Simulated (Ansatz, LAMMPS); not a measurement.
# Which site? a vacancy of O in Al2O3 with crystalline order left by the classical run (115 atoms)

Aim: make a vacancy of O at several sites of Al2O3 with crystalline order left by the classical run (115 atoms), relax each, and compare their energies.

Main program and level: Ansatz 0.2.0; Kohn-Sham DFT, PBE, PAW (set soft_2), plane waves.

## (1) The starting structure

The cell holds 115 atoms: 46 Al and 69 O. Its edges and angles: a = 10.628 Å, b = 10.628 Å, c = 10.628 Å, α = 90.0°, β = 90.0°, γ = 90.0°. 115 atoms (46 Al, 69 O) placed at random at 3 g/cm³, melted at 5000 K for 10 ps at fixed volume with the Morse and Coulomb pair potential with partial charges (Pedone, Malavasi, Menziani, Cormack and Segre, J. Phys. Chem. B 110, 11780 (2006)). Quenched from 5000 K to 300 K at 25 K/ps and fixed volume, held 10 ps at zero pressure.

Limits known from the start: The quench rate of 25 K/ps is many orders above laboratory rates, so the cell is likely richer in defects and strain than a real sample. The starting topology of bonds comes from the classical model, and needn't be the one that DFT or experiment would give. The Brillouin zone is sampled at Γ only, in a cell whose shortest periodic width is 11 Å.

## (2) Single point at the start

The forces at the start show how far the geometry lies from a minimum of this functional.

Contents of input.yaml:

```yaml
crystal:
  lattice:
    - [10.62827, 0.0, 0.0]
    - [0.0, 10.62827, 0.0]
    - [0.0, 0.0, 10.62827]
  atoms:
    - { symbol: Al, position: [0.65095, 0.31894, 0.37725] }
    - { symbol: Al, position: [0.19378, 0.2098, 0.80344] }
    - { symbol: Al, position: [0.66693, 0.90955, 0.46098] }
    - { symbol: Al, position: [0.43054, 0.77707, 0.19266] }
    - { symbol: Al, position: [0.33999, 0.73459, 0.68952] }
    - { symbol: Al, position: [0.1603, 0.70522, 0.15136] }
    - { symbol: Al, position: [0.9911, 0.69538, 0.34966] }
    - { symbol: Al, position: [0.34328, 0.49434, 0.15947] }
    - { symbol: Al, position: [0.01273, 0.93358, 0.04945] }
    - { symbol: Al, position: [0.83348, 0.36, 0.60946] }
    - { symbol: Al, position: [0.55988, 0.27033, 0.69148] }
    - { symbol: Al, position: [0.02125, 0.24244, 0.9884] }
    - { symbol: Al, position: [0.93218, 0.4903, 0.84911] }
    - { symbol: Al, position: [0.25777, 0.62125, 0.44956] }
    - { symbol: Al, position: [0.49648, 0.13535, 0.47144] }
    - { symbol: Al, position: [0.1866, 0.10489, 0.44823] }
    - { symbol: Al, position: [0.33062, 0.23329, 0.06721] }
    - { symbol: Al, position: [0.1819, 0.94637, 0.68683] }
    - { symbol: Al, position: [0.36177, 0.46174, 0.82861] }
    - { symbol: Al, position: [0.83537, 0.13963, 0.45206] }
    - { symbol: Al, position: [0.0102, 0.5746, 0.59096] }
    - { symbol: Al, position: [0.68735, 0.65222, 0.94343] }
    - { symbol: Al, position: [0.37588, 0.87964, 0.44617] }
    - { symbol: Al, position: [0.52167, 0.55544, 0.32965] }
    - { symbol: Al, position: [0.82427, 0.20269, 0.83352] }
    - { symbol: Al, position: [0.84229, 0.89196, 0.84244] }
    - { symbol: Al, position: [0.5887, 0.38889, 0.07811] }
    - { symbol: Al, position: [0.0726, 0.71918, 0.84755] }
    - { symbol: Al, position: [0.34326, 0.32038, 0.3634] }
    - { symbol: Al, position: [0.16264, 0.37616, 0.58985] }
    - { symbol: Al, position: [0.65218, 0.44481, 0.79707] }
    - { symbol: Al, position: [0.70146, 0.75333, 0.26906] }
    - { symbol: Al, position: [0.16043, 0.48313, 0.01078] }
    - { symbol: Al, position: [0.58708, 0.14801, 0.95391] }
    - { symbol: Al, position: [0.86311, 0.60933, 0.11535] }
    - { symbol: Al, position: [0.73743, 0.67746, 0.6366] }
    - { symbol: Al, position: [0.08273, 0.40584, 0.29964] }
    - { symbol: Al, position: [0.9256, 0.86841, 0.57939] }
    - { symbol: Al, position: [0.01213, 0.12389, 0.2426] }
    - { symbol: Al, position: [0.25387, 0.9781, 0.20037] }
    - { symbol: Al, position: [0.82692, 0.49809, 0.36557] }
    - { symbol: Al, position: [0.83571, 0.29323, 0.17179] }
    - { symbol: Al, position: [0.76024, 0.00565, 0.18718] }
    - { symbol: Al, position: [0.42156, 0.02404, 0.75468] }
    - { symbol: Al, position: [0.99982, 0.13651, 0.63947] }
    - { symbol: Al, position: [0.59093, 0.91326, 0.97395] }
    - { symbol: O, position: [0.83531, 0.80129, 0.6994] }
    - { symbol: O, position: [0.50142, 0.83719, 0.07046] }
    - { symbol: O, position: [0.01646, 0.28603, 0.21562] }
    - { symbol: O, position: [0.01695, 0.18891, 0.81833] }
    - { symbol: O, position: [0.02968, 0.09227, 0.06677] }
    - { symbol: O, position: [0.26363, 0.05995, 0.79892] }
    - { symbol: O, position: [0.16052, 0.70359, 0.33977] }
    - { symbol: O, position: [0.5194, 0.02869, 0.87743] }
    - { symbol: O, position: [0.17448, 0.54815, 0.55996] }
    - { symbol: O, position: [0.48846, 0.3836, 0.77248] }
    - { symbol: O, position: [0.986, 0.84437, 0.9088] }
    - { symbol: O, position: [0.85091, 0.2471, 0.01761] }
    - { symbol: O, position: [0.53986, 0.71182, 0.30453] }
    - { symbol: O, position: [0.82449, 0.67727, 0.3269] }
    - { symbol: O, position: [0.85213, 0.59706, 0.95204] }
    - { symbol: O, position: [0.84748, 0.12807, 0.26365] }
    - { symbol: O, position: [0.35263, 0.88467, 0.28836] }
    - { symbol: O, position: [0.51536, 0.96367, 0.4772] }
    - { symbol: O, position: [0.99357, 0.51311, 0.38234] }
    - { symbol: O, position: [0.16716, 0.18664, 0.62316] }
    - { symbol: O, position: [0.23073, 0.37009, 0.7532] }
    - { symbol: O, position: [0.14206, 0.64698, 0.97566] }
    - { symbol: O, position: [0.65161, 0.04905, 0.0721] }
    - { symbol: O, position: [0.82872, 0.95936, 0.48013] }
    - { symbol: O, position: [0.8175, 0.04156, 0.86216] }
    - { symbol: O, position: [0.66581, 0.36529, 0.6248] }
    - { symbol: O, position: [0.14974, 0.05683, 0.29131] }
    - { symbol: O, position: [0.66004, 0.2273, 0.82752] }
    - { symbol: O, position: [0.83358, 0.38694, 0.78953] }
    - { symbol: O, position: [0.3432, 0.14431, 0.41299] }
    - { symbol: O, position: [0.02754, 0.4121, 0.95506] }
    - { symbol: O, position: [0.32466, 0.08123, 0.11277] }
    [... 31 atom lines left out ...]
    - { symbol: O, position: [0.23382, 0.96124, 0.52655] }
    - { symbol: O, position: [0.36164, 0.60181, 0.77094] }
    - { symbol: O, position: [0.01308, 0.59722, 0.75202] }
    - { symbol: O, position: [0.84724, 0.18846, 0.63017] }
    - { symbol: O, position: [0.01643, 0.9766, 0.66354] }
    - { symbol: O, position: [0.99286, 0.73596, 0.51838] }
kpoints:
  mp_grid: { grid: [1, 1, 1] }
hamiltonian:
  xc: pbe
scf:
  occupations: { method: gaussian, width: 0.05 }
output:
  forces: true
```

Run with:

```bash
$ ansatz run input.yaml --threads 4 --pin off --max-ram 8192MiB --backend cpu --events-out ev --progress --plain --runs-dir out
```

Numbers of over 12 decimals in the logs are rounded to 6 here.

Log:

```text
[...]
Pseudopotentials: kind: paw
Pseudopotential: Al, paw, valence charge 3, recommended cutoff 420 eV (normal), Al.paw.azcp
Pseudopotential: O, paw, valence charge 6, recommended cutoff 420 eV (normal), O.paw.azcp
[... 5 lines on functional and potentials left out ...]
Crystal: 115 atoms, lattice volume = 1200.571 Å³
Basis set: ecut = 420 eV, 23583 PW (Γ), exchange–correlation on 144×144×144 points (8 copies of the dense FFT grid, shifted against one another)
Bands: 391, of which v1, the nominal top of the filled ones, is band 276 counted from 1 (275 counted from 0)
Symmetry: 1 space group operations
Space group: P1 (ITA 1), of the structure as read, at distance tolerance 1.1e-4 Å
k-points: 1
[... 5 lines on functional and potentials left out ...]
Initial density: superposition of atomic densities (neutral atoms: chi_scale 0, normalization atom), corrected by the library's trained network
Initial wavefunctions: pseudopotential atomic-orbital guess
[...]
SCF iter   1: F=—  HF=-64027.585344 eV  |F-HF|=—  |Δ(HF+E_count)|=         —  Δρ=2.50e-3  dr2=1.23e-1  ethr=1.77e-3  ⟨swp⟩=6.0  Hψ=1758  notcnv=0  defer=65
preconditioner: auto → Resta (q_TF=auto, 2.397 Å⁻¹)  ε∞=3.4  [insulator: Δε(μ)=3.685 eV  Ē_g=16.223 eV  σ=0.050 eV  W_gap=1.00  n_scr=256 (ndim 8)  ℏωp=25.2 eV  f_vac=0.049  D(μ)=0.00/eV (n_scr^D=0)  ε∞_Penn≈3.4]
SCF iter   2: F=—  HF=-64027.562920 eV  |F-HF|=—  |Δ(HF+E_count)|=   2.24e-2  Δρ=1.34e-3  dr2=2.90e-2  ethr=2.23e-5  ⟨swp⟩=2.0  Hψ=729  notcnv=0  defer=105
SCF iter   3: F=—  HF=-64027.564199 eV  |F-HF|=—  |Δ(HF+E_count)|=   1.28e-3  Δρ=6.00e-4  dr2=7.18e-3  ethr=5.25e-6  ⟨swp⟩=2.0  Hψ=494  notcnv=0  defer=34
automatic band count: iteration 3 solves 320 bands in place of 391: the levels show a gap, and the empty bands left out lie too high to hold charge; the band table lists the bands solved (type scf.n_extra_bands for more)
SCF iter   4: F=—  HF=-64027.564009 eV  |F-HF|=—  |Δ(HF+E_count)|=   1.90e-4  Δρ=1.80e-4  dr2=4.38e-4  ethr=1.30e-6  ⟨swp⟩=2.0  Hψ=494  notcnv=0  defer=34
SCF iter   5: F=—  HF=-64027.564182 eV  |F-HF|=—  |Δ(HF+E_count)|=   1.74e-4  Δρ=1.08e-4  dr2=1.13e-4  ethr=7.93e-8  ⟨swp⟩=2.0  Hψ=539  notcnv=0  defer=34
[...]
SCF iter   9: F=—  HF=-64027.565882 eV  |F-HF|=—  |Δ(HF+E_count)|=   1.28e-7  Δρ=4.25e-6  dr2=1.51e-7  ethr=1.49e-10  ⟨swp⟩=2.0  Hψ=558  notcnv=0  defer=38
SCF iter  10: F=-64027.565882 eV  HF=-64027.565882 eV  |F-HF|=1.06e-8  |Δ(HF+E_count)|=   6.01e-9  Δρ=1.14e-6  dr2=1.11e-8  ethr=1.81e-11  ⟨swp⟩=4.0  Hψ=1061  notcnv=0
SCF 1 converged in 10 iterations: F = -64027.565882 eV  dr2 = 1.11e-8
[...]
SCF converged after 10 iterations
Free energy (F): -64027.565882 eV
Harris-Foulkes:  -64027.565882 eV  (|F-HF|=1.06e-8)
Internal energy: -64027.565882 eV  (E = F + TS)
E sigma→0 (E₀):  -64027.565882 eV
Fermi energy:    7.799365 eV
--- Per-component energies (eV) ---
[...]
Σ components = -64027.565882   (vs F -64027.565882, Δ=0.00e0)
--- Forces (eV/Å), atoms counted from 1 ---
  atom   1  Al     0.19963565     0.04517964    -0.05802871
  atom   2  Al    -0.78294280     0.76119969    -0.93110820
  atom   3  Al     0.88838308     0.23663377     0.90733842
  atom   4  Al     0.52581636    -0.83193856     0.38798359
[...]
atom 115  O      0.59590231    -0.61784012    -0.94403224
  max |Σ_I F_I| component: 1.21e-4 eV/Å
```

Wall time 24 s (4 threads of Intel Xeon Platinum 8223CL at 3.00GHz (Skylake/Cascade Lake), shared host); peak memory 1.6 GiB.

Reading the cycles: dr2 is the Hartree energy of the density residual (eV), the measure of convergence; HF is the Harris–Foulkes estimate of the energy, which meets the free energy F at convergence.

The r.m.s. force at the start is 0.96 eV/Å.

## (3) Relaxation

The atoms are relaxed in the fixed cell, aiming at the force tolerance of the input.

Contents of input.yaml:

```yaml
crystal:
  lattice:
    - [10.62827, 0.0, 0.0]
    - [0.0, 10.62827, 0.0]
    - [0.0, 0.0, 10.62827]
  atoms:
    [... the 115 atom lines of step 2 ...]
kpoints:
  mp_grid: { grid: [1, 1, 1] }
hamiltonian:
  xc: pbe
scf:
  occupations: { method: gaussian, width: 0.05 }
output:
  forces: true
relax:
  f_tol: 0.05
  max_steps: 120
```

Log:

```text
[...]
Crystal: 115 atoms, lattice volume = 1200.571 Å³
Basis set: ecut = 420 eV, 23583 PW (Γ), exchange–correlation on 144×144×144 points (8 copies of the dense FFT grid, shifted against one another)
Bands: 391, of which v1, the nominal top of the filled ones, is band 276 counted from 1 (275 counted from 0)
Symmetry: 1 space group operations
[...]
k-points: 1
[...]
SCF iter   1: F=—  HF=-64027.585341 eV  |F-HF|=—  |Δ(HF+E_count)|=         —  Δρ=2.50e-3  dr2=1.23e-1  ethr=1.77e-3  ⟨swp⟩=6.0  Hψ=1758  notcnv=0  defer=65
[...]
SCF iter   6: F=-64027.565877 eV  HF=-64027.565870 eV  |F-HF|=6.73e-6  |Δ(HF+E_count)|=   4.15e-6  Δρ=2.94e-5  dr2=1.14e-5  ethr=1.13e-8  ⟨swp⟩=2.0  Hψ=1209  notcnv=0
SCF 1 converged in 6 iterations: F = -64027.565877 eV  dr2 = 1.14e-5
[...]
relax step   1: F+E_penalty+E_count = -64027.56587717 eV  Δ(F+E_penalty+E_count) = +0.000e0 eV  max|allowed force component| = 2.739e0 eV/Å  Δτ_max = 0.0000 Å  (6 SCF iters, dr2 threshold 6.25e-5 eV, accepted)
[...]
relax step   2: F+E_penalty+E_count = -64031.33745088 eV  Δ(F+E_penalty+E_count) = -3.772e0 eV  max|allowed force component| = 1.711e0 eV/Å  Δτ_max = 0.1213 Å  (6 SCF iters, dr2 threshold 1.00e-4 eV, accepted)
[...]
relax step   3: F+E_penalty+E_count = -64034.23056784 eV  Δ(F+E_penalty+E_count) = -2.893e0 eV  max|allowed force component| = 2.561e-1 eV/Å  Δτ_max = 0.2000 Å  (6 SCF iters, dr2 threshold 1.00e-4 eV, accepted)
relax step   4: F+E_penalty+E_count = -64034.41978673 eV  Δ(F+E_penalty+E_count) = -1.892e-1 eV  max|allowed force component| = 2.347e-1 eV/Å  Δτ_max = 0.2000 Å  (7 SCF iters, dr2 threshold 4.10e-6 eV, accepted)
relax step   5: F+E_penalty+E_count = -64034.55440081 eV  Δ(F+E_penalty+E_count) = -1.346e-1 eV  max|allowed force component| = 3.164e-1 eV/Å  Δτ_max = 0.2000 Å  (7 SCF iters, dr2 threshold 3.44e-6 eV, accepted)
relax step   6: F+E_penalty+E_count = -64034.60496392 eV  Δ(F+E_penalty+E_count) = -5.056e-2 eV  max|allowed force component| = 2.098e-1 eV/Å  Δτ_max = 0.0750 Å  (5 SCF iters, dr2 threshold 8.41e-5 eV, accepted)
relax step   7: F+E_penalty+E_count = -64034.66126243 eV  Δ(F+E_penalty+E_count) = -5.630e-2 eV  max|allowed force component| = 9.279e-2 eV/Å  Δτ_max = 0.1564 Å  (7 SCF iters, dr2 threshold 1.94e-5 eV, accepted)
[...]
relax step   8: F+E_penalty+E_count = -64034.66837724 eV  Δ(F+E_penalty+E_count) = -7.115e-3 eV  max|allowed force component| = 1.124e-2 eV/Å  Δτ_max = 0.0194 Å  (8 SCF iters, accepted)
SCF converged after 8 iterations
Free energy (F): -64034.668377 eV
[...]
Internal energy: -64034.668377 eV  (E = F + TS)
E sigma→0 (E₀):  -64034.668377 eV
Fermi energy:    7.717940 eV
[...]
--- Forces (eV/Å), atoms counted from 1 ---
  atom   1  Al     0.00175701    -0.00304402     0.00488085
  atom   2  Al     0.00124394     0.00459716    -0.00209019
  atom   3  Al    -0.00378446    -0.00123263    -0.00064705
  atom   4  Al    -0.00314520    -0.00044867     0.00519154
  atom   5  Al    -0.00022280     0.00012602    -0.00301031
  atom   6  Al     0.00204368     0.00295164     0.00515803
  atom   7  Al     0.00358192     0.00203084     0.00329886
  atom   8  Al    -0.00086802     0.00171697     0.00968218
  atom   9  Al    -0.00240202    -0.00134764    -0.00286220
  atom  10  Al    -0.00042900    -0.00194859    -0.00125286
  atom  11  Al    -0.00642118    -0.00866473    -0.00003251
  atom  12  Al     0.00320962    -0.00251704     0.00213647
  atom  13  Al     0.00628677     0.00139985    -0.00504826
  atom  14  Al    -0.00424400     0.00674421     0.00276362
[...]
atom 114  O      0.00057569     0.00321300    -0.00027145
  atom 115  O     -0.00132743    -0.00164041    -0.00092838
  max |Σ_I F_I| component: 6.37e-5 eV/Å
--- Relaxed structure (8 steps of the walk, 8 accepted, 0 SCFs on fresh bases) ---
  F+E_penalty+E_count = -64034.66837724 eV   max|allowed force component| = 1.124e-2 eV/Å
  atoms:
    - { symbol: Al, position: [0.655880, 0.320231, 0.374816] }
    - { symbol: Al, position: [0.196265, 0.218065, 0.793031] }
    - { symbol: Al, position: [0.659445, 0.909226, 0.463647] }
    - { symbol: Al, position: [0.426048, 0.767892, 0.200127] }
[...]
- { symbol: O, position: [0.994373, 0.748606, 0.511916] }
```

Elapsed: 71 s, on 4 threads; peak memory 1.6 GiB; 4.1 min of CPU time.

The relaxation converged after 8 steps, 7.10 eV below its start, with a largest force component of 0.011 eV/Å.

## (4) Single point at the relaxed geometry

The electronic structure is read at the final geometry, in a run of its own.

Contents of input.yaml:

```yaml
crystal:
  lattice:
    - [10.62827, 0.0, 0.0]
    - [0.0, 10.62827, 0.0]
    - [0.0, 0.0, 10.62827]
  atoms:
    - { symbol: Al, position: [0.65588, 0.32023, 0.37482] }
    - { symbol: Al, position: [0.19627, 0.21807, 0.79303] }
    - { symbol: Al, position: [0.65944, 0.90923, 0.46365] }
    - { symbol: Al, position: [0.42605, 0.76789, 0.20013] }
    - { symbol: Al, position: [0.33813, 0.73413, 0.68624] }
    - { symbol: Al, position: [0.16126, 0.69584, 0.15109] }
    [... 103 atom lines left out ...]
    - { symbol: O, position: [0.22375, 0.96343, 0.5205] }
    - { symbol: O, position: [0.38539, 0.62031, 0.78204] }
    - { symbol: O, position: [0.00534, 0.60933, 0.75368] }
    - { symbol: O, position: [0.84248, 0.19847, 0.6393] }
    - { symbol: O, position: [0.02229, 0.98205, 0.67] }
    - { symbol: O, position: [0.99437, 0.74861, 0.51192] }
kpoints:
  mp_grid: { grid: [1, 1, 1] }
hamiltonian:
  xc: pbe
scf:
  occupations: { method: gaussian, width: 0.05 }
output:
  forces: true
  stress: true
  populations: true
  dos:
    method: { smearing: { sigma: 0.1 } }
    de: 0.1
    projected: { site_lists: { Al: [Al], O: [O] } }
  eigenvalues: true
  write_density: true
  write_potential: true
  volumetric_format: npy
```

Log:

```text
[...]
Crystal: 115 atoms, lattice volume = 1200.571 Å³
Basis set: ecut = 420 eV, 23583 PW (Γ), exchange–correlation on 144×144×144 points (8 copies of the dense FFT grid, shifted against one another)
Bands: 391, of which v1, the nominal top of the filled ones, is band 276 counted from 1 (275 counted from 0)
Symmetry: 1 space group operations
[...]
k-points: 1
[...]
SCF iter   1: F=—  HF=-64034.675919 eV  |F-HF|=—  |Δ(HF+E_count)|=         —  Δρ=2.39e-3  dr2=9.71e-2  ethr=1.77e-3  ⟨swp⟩=6.0  Hψ=1753  notcnv=0  defer=67
[...]
SCF iter   9: F=-64034.668374 eV  HF=-64034.668374 eV  |F-HF|=2.78e-8  |Δ(HF+E_count)|=   6.24e-8  Δρ=1.83e-6  dr2=3.52e-8  ethr=1.81e-11  ⟨swp⟩=19.0  Hψ=3599  notcnv=0
SCF 1 converged in 9 iterations: F = -64034.668374 eV  dr2 = 3.52e-8
[...]
SCF converged after 9 iterations
Free energy (F): -64034.668374 eV
[...]
Internal energy: -64034.668374 eV  (E = F + TS)
E sigma→0 (E₀):  -64034.668374 eV
Fermi energy:    7.717843 eV
[...]
--- Forces (eV/Å), atoms counted from 1 ---
  atom   1  Al     0.00171933    -0.00238803     0.00444199
  atom   2  Al    -0.00035138     0.00395852    -0.00183895
  atom   3  Al    -0.00119178    -0.00266348    -0.00113480
  atom   4  Al    -0.00360187     0.00049099     0.00423250
  atom   5  Al     0.00052817    -0.00223221    -0.00293049
  atom   6  Al     0.00171568     0.00266997     0.00469844
  atom   7  Al     0.00291037     0.00192043     0.00243086
  atom   8  Al    -0.00016293     0.00264389     0.01027965
  atom   9  Al    -0.00270997    -0.00020306    -0.00017965
  atom  10  Al    -0.00198581    -0.00281468    -0.00038253
  atom  11  Al    -0.00553815    -0.00841752    -0.00020846
  atom  12  Al     0.00244850    -0.00446404     0.00226280
  atom  13  Al     0.00522426     0.00331248    -0.00392199
  atom  14  Al    -0.00427125     0.00502781     0.00338385
[...]
atom 114  O      0.00148842     0.00390695     0.00017136
  atom 115  O     -0.00046441    -0.00244926    -0.00147261
  max |Σ_I F_I| component: 1.17e-4 eV/Å
--- Stress (GPa, compression-positive) ---
       12.399033       1.253352       0.001401
        1.253367      10.342902      -0.213662
        0.001386      -0.213670       5.922710
  P = ⅓ Tr σ = 9.5549 GPa (95.549 kbar)
--- Band table (eV) ---
[...]
--- Löwdin populations: 115 sites ---
  site symbol       q [e]
     0     Al      1.6694
     1     Al      1.6541
     2     Al      1.6197
[...]
114      O      6.8204
  spilling = 0.008497 (of n_electrons = 552.000000)
```

It took 17 s on 4 threads; peak memory 1.6 GiB.

Numbers from this run:

```yaml
free_energy: -64034.6684 eV
free_energy_per_atom: -556.8232 eV/atom
scf_cycles: 9
pressure: 9.555 GPa
r_m_s_force_component: 0.00371 eV/Å
longest_force: 0.01654 eV/Å
fermi_energy: 7.718 eV
spacing_of_highest_filled_and_lowest_empty_level: 3.938 eV
spilling_of_the_projection: 0.008497
```

[end of part 1 of 3]

[Logs are printed without paths, hosts, clocks, repeated set-up lines and the standing remarks that a program may print on its own settings, such as how far it seeks lower states.]

[Hosts, paths, dates, database ids (printed as entryN), source tags and the programs' standing remarks are cut or masked in the printed files.]
